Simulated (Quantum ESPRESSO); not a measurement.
# Pb: phonons at U under several settings

```
Pb
1.0
     0.00000    2.47502    2.47502
     2.47502    0.00000    2.47502
     2.47502    2.47502    0.00000
Pb
1
Direct
  0.00000 0.00000 0.00000
```

All runs used Quantum ESPRESSO 7.5; potentials GBRV 1.5 PBE; k mesh 9 × 9 × 9; no spin polarisation; cutoff 612 eV; occupations cold, width 0.2 eV.

```tsv
level	geometry	volume (Å³/atom)	pressure (GPa)	frequencies (cm⁻¹)
PBE	relaxed at -3 GPa	34.76	-3.0	26i 35 38
PBE	relaxed at 0 GPa	?	0.0	?
PBE	relaxed at 3 GPa	29.82	3.0	41 46 66
PBE	relaxed at 8 GPa	27.64	8.0	51 62 80
PBE	relaxed at 15 GPa	25.55	14.9	57 82 97
```

**Question.** What stands in the row left open?

**Answer.** Volume 31.74 Å³/atom; frequencies 21 41 55 cm⁻¹.

Values marked i are imaginary: the cell is unstable against those modes at that level, or the meshes are too thin.

Caveats: the q point doesn't lie on the k mesh, which can shift a metal's frequencies strongly unless the mesh is converged; the cell is more than 3 GPa from zero pressure, which shifts response properties (some runs); some modes are imaginary (some runs); the mesh is thin for the phonons of a metal (some runs); the volume moved by over 15 % at a fixed basis, so the end points are rough (some runs).

For the row left open. Caveat: the q point doesn't lie on the k mesh, which can shift a metal's frequencies strongly unless the mesh is converged.
